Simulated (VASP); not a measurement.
# SiC (Moissanite 6H) (P6_3mc) in VASP: notebook, part 2 of 2

VASP 6.6.1. The steps go on from the part before.

### Step 3. Dielectric tensor, LDA

The input, INCAR:

```
SYSTEM = SiC
  PREC = Accurate
  ENCUT = 600
  EDIFF = 1E-8
  ISMEAR = 0
  SIGMA = 0.03
  LREAL = .False.
  LASPH = .True.
  NELM = 80
  ALGO = Fast
  ISIF = 2
  LWAVE = .False.
  LCHARG = .False.
  GGA = CA
  LEPSILON = .True.
  KPAR = 4
```

The input, KPOINTS:

```
Automatic mesh
0
Gamma
  12 12 2
  0 0 0
```

The input, POSCAR:

```
SiC                                     
1.0
    3.0603508982      0.0000000000      0.0000000000
   -1.5301754491      2.6503416223      0.0000000000
    0.0000000000      0.0000000000     15.0163177962
  Si              C             
     6     6
Direct
     0.0000000000000000    0.0000000000000000    0.1250414680265166
     0.0000000000000000    0.0000000000000000    0.6250414680265166
     0.3333333332999970    0.6666666667000030    0.2918214127358922
     0.6666666667000030    0.3333333332999970    0.7918214127358922
     0.3333333332999970    0.6666666667000030    0.9583003306395810
     0.6666666667000030    0.3333333332999970    0.4583003306395810
     0.0000000000000000    0.0000000000000000    0.9996816451320854
     0.0000000000000000    0.0000000000000000    0.4996816451320854
     0.3333333332999970    0.6666666667000030    0.1668348677164531
     0.6666666667000030    0.3333333332999970    0.6668348677164531
     0.3333333332999970    0.6666666667000030    0.8333202757494860
     0.6666666667000030    0.3333333332999970    0.3333202757494860
```

Potentials or basis: VASP PAW LDA potentials, release 64 (Si, C).

Command:

```console
cat potpaw_LDA.64/Si/POTCAR potpaw_LDA.64/C/POTCAR > POTCAR
mpirun -np 4 vasp_std > vasp.out
```

OUTCAR:

```text
SYSTEM = SiC
   PREC = Accurate
   ENCUT = 600
   EDIFF = 1E-8
   ISMEAR = 0
   LREAL = .False.
   LASPH = .True.
   NELM = 80
   ISIF = 2
   GGA = CA
   LEPSILON = .True.

 ion  position               nearest neighbor table
   1  0.000  0.000  0.125-   9 1.88   9 1.88   9 1.88   7 1.88   5 3.06   5 3.06   5 3.06   3 3.06
                             3 3.06   3 3.06
   2  0.000  0.000  0.625-  10 1.88  10 1.88  10 1.88   8 1.88   6 3.06   6 3.06   6 3.06   4 3.06
                             4 3.06   4 3.06
   3  0.333  0.667  0.292-  12 1.87  12 1.87  12 1.87   9 1.88   6 3.06   6 3.06   6 3.06   1 3.06
                             1 3.06   1 3.06
   4  0.667  0.333  0.792-  11 1.87  11 1.87  11 1.87  10 1.88   5 3.06   5 3.06   5 3.06   2 3.06
                             2 3.06   2 3.06
   5  0.333  0.667  0.958-   7 1.87   7 1.87   7 1.87  11 1.88   4 3.06   4 3.06   4 3.06   1 3.06
                             1 3.06   1 3.06
   6  0.667  0.333  0.458-   8 1.87   8 1.87   8 1.87  12 1.88   3 3.06   3 3.06   3 3.06   2 3.06
                             2 3.06   2 3.06
   7  0.000  0.000  1.000-   5 1.87   5 1.87   5 1.87   1 1.88
   8  0.000  0.000  0.500-   6 1.87   6 1.87   6 1.87   2 1.88
   9  0.333  0.667  0.167-   1 1.88   1 1.88   1 1.88   3 1.88
  10  0.667  0.333  0.667-   2 1.88   2 1.88   2 1.88   4 1.88
  11  0.333  0.667  0.833-   4 1.87   4 1.87   4 1.87   5 1.88
  12  0.667  0.333  0.333-   3 1.87   3 1.87   3 1.87   6 1.88

[... 1107 lines left out ...]
    -0.53607  0.00000  0.00000
     0.00000 -0.53607 -0.00000
     0.00000  0.00000  1.02771

 MACROSCOPIC STATIC DIELECTRIC TENSOR (including local field effects in DFT)
 ------------------------------------------------------
           6.979847     0.000000     0.000000
           0.000000     6.979847     0.000000
          -0.000000     0.000000     7.219682
 ------------------------------------------------------

 PIEZOELECTRIC TENSOR (including local field effects)  for field in x, y, z        (e  Angst)
          XX          YY          ZZ          XY          YZ          ZX
  --------------------------------------------------------------------------------
  x     0.00000     0.00000     0.00000    -0.00000     0.00000    -4.40980
  y    -0.00000     0.00000     0.00000     0.00000    -4.40980     0.00000
  z    -4.07517    -4.07517     7.81260     0.00000     0.00000     0.00000

 PIEZOELECTRIC TENSOR (including local field effects)  for field in x, y, z        (C/m^2)
          XX          YY          ZZ          XY          YZ          ZX
  --------------------------------------------------------------------------------
  x     0.00000     0.00000     0.00000    -0.00000     0.00000    -0.58009
  y    -0.00000     0.00000     0.00000     0.00000    -0.58009     0.00000
  z    -0.53607    -0.53607     1.02771     0.00000     0.00000     0.00000

 BORN EFFECTIVE CHARGES (including local field effects) (in |e|, cummulative output)
 ---------------------------------------------------------------------------------
 ion    1
    1     2.68346     0.00000     0.00000
    2    -0.00000     2.68346     0.00000
    3     0.00000    -0.00000     2.60829
 ion    2
    1     2.68346     0.00000     0.00000
    2    -0.00000     2.68346     0.00000
    3     0.00000     0.00000     2.60829
 ion    3
    1     2.71904     0.00000     0.00000
    2     0.00000     2.71904     0.00000
    3     0.00000     0.00000     2.79583
 ion    4
    1     2.71904     0.00000     0.00000
    2     0.00000     2.71904     0.00000
    3     0.00000     0.00000     2.79583
 ion    5
[... 16 lines left out ...]
    1    -2.68290     0.00000     0.00000
    2     0.00000    -2.68290     0.00000
    3    -0.00000     0.00000    -2.81549
 ion   10
    1    -2.68290     0.00000     0.00000
    2     0.00000    -2.68290    -0.00000
    3     0.00000    -0.00000    -2.81549
 ion   11
    1    -2.70188     0.00000    -0.00000
    2     0.00000    -2.70188     0.00000
    3    -0.00000     0.00000    -2.76502
 ion   12
    1    -2.70188     0.00000     0.00000
    2     0.00000    -2.70188     0.00000
    3     0.00000     0.00000    -2.76502
```

OSZICAR:

```text
N       E                     dE             d eps       ncg     rms          rms(c)
DAV:   1     0.147926194536E+03    0.14793E+03   -0.24198E+04  2356   0.157E+03
DAV:   2    -0.991254733207E+02   -0.24705E+03   -0.23460E+03  3122   0.242E+02
[... 12 lines left out ...]
RMM:   6    -0.220365445607E+01   -0.68000E-03   -0.45516E-05  4188   0.299E-02    0.999E-03
RMM:   7    -0.220377177338E+01   -0.11732E-03   -0.19003E-06  4152   0.607E-03    0.388E-03
RMM:   8    -0.220399312850E+01   -0.22136E-03   -0.62168E-07  4196   0.329E-03    0.611E-04
RMM:   9    -0.220399803710E+01   -0.49086E-05   -0.12932E-07  4179   0.754E-04    0.176E-04
RMM:  10    -0.220400030611E+01   -0.22690E-05   -0.24765E-07  4211   0.318E-04    0.703E-05
RMM:  11    -0.220400129163E+01   -0.98552E-06    0.15747E-07  3921   0.204E-04    0.260E-05
RMM:  12    -0.220400095133E+01    0.34030E-06   -0.13783E-07  2132   0.131E-04    0.981E-06
```

stdout:

```text
POSCAR found type information on POSCAR SiC
 POSCAR found :  2 types and      12 ions
 scaLAPACK will be used
 LDA part: xc-table for (Slater(with rela. corr.)+CA(PZ))
 , standard interpolation
 POSCAR, INCAR and KPOINTS ok, starting setup
 FFT: planning ... GRIDC
 FFT: planning ... GRID_SOFT
 FFT: planning ... GRID
 WAVECAR not read
 entering main loop
 Linear response reoptimize wavefunctions to high precision
 Linear response G [H, r] |phi>, progress :
  Direction:   1
 Linear response G [H, r] |phi>, progress :
  Direction:   2
 Linear response G [H, r] |phi>, progress :
  Direction:   3
 Linear response to external field (no local field effect), progress :
  Direction:   1
 dielectric tensor                  component  1 :     5.940    -2.224    -0.000
 Linear response to external field (no local field effect), progress :
  Direction:   2
 dielectric tensor                  component  2 :    -2.224     8.672     0.000
 Linear response to external field (no local field effect), progress :
  Direction:   3
 dielectric tensor                  component  3 :     0.000    -0.000     7.542
 Linear response to external field, progress :
  Direction:   1
 dielectric tensor                  component  1 :     6.980    -0.889    -0.000
 Linear response to external field, progress :
  Direction:   2
 dielectric tensor                  component  2 :    -0.885     6.980     0.000
 Linear response to external field, progress :
  Direction:   3
 dielectric tensor                  component  3 :     0.000    -0.000     7.220
 Born effective charges drift removed
```

It took 7.3 min on 4 MPI ranks of Intel Xeon Platinum 8488C (Sapphire Rapids), shared host; peak memory 0.87 GiB.

Results:

```yaml
Band_gap_on_the_k_mesh: 1.97 eV, indirect (least direct gap 3.07 eV)
Electronic_dielectric_tensor_diagonal: 6.98, 6.98, 7.22
Born_charges_mean_of_the_diagonal: Si +2.66, +2.74, +2.76; C -2.71, -2.73, -2.72 e
```

Electronic dielectric tensor:
```
6.98 0.00 0.00
0.00 6.98 0.00
0.00 0.00 7.22
```

Born effective charge tensors (e):
atom 1, Si
```
2.68 0.00 0.00
0.00 2.68 0.00
0.00 0.00 2.61
```
atom 2, Si
```
2.68 0.00 0.00
0.00 2.68 0.00
0.00 0.00 2.61
```
atom 3, Si
```
2.72 0.00 0.00
0.00 2.72 0.00
0.00 0.00 2.80
```
atom 4, Si
```
2.72 0.00 0.00
0.00 2.72 0.00
0.00 0.00 2.80
```
atom 5, Si
```
2.70 0.00 0.00
0.00 2.70 0.00
0.00 0.00 2.88
```
atom 6, Si
```
2.70 0.00 0.00
0.00 2.70 0.00
0.00 0.00 2.88
```
atom 7, C
```
-2.72  0.00  0.00
 0.00 -2.72  0.00
 0.00  0.00 -2.71
```
atom 8, C
```
-2.72  0.00  0.00
 0.00 -2.72  0.00
 0.00  0.00 -2.71
```
atom 9, C
```
-2.68  0.00  0.00
 0.00 -2.68  0.00
 0.00  0.00 -2.82
```
atom 10, C
```
-2.68  0.00  0.00
 0.00 -2.68  0.00
 0.00  0.00 -2.82
```
atom 11, C
```
-2.70  0.00  0.00
 0.00 -2.70  0.00
 0.00  0.00 -2.77
```
atom 12, C
```
-2.70  0.00  0.00
 0.00 -2.70  0.00
 0.00  0.00 -2.77
```

A k mesh can miss the band edges. A hybrid or GW would open this gap; LDA tends to underestimate it.
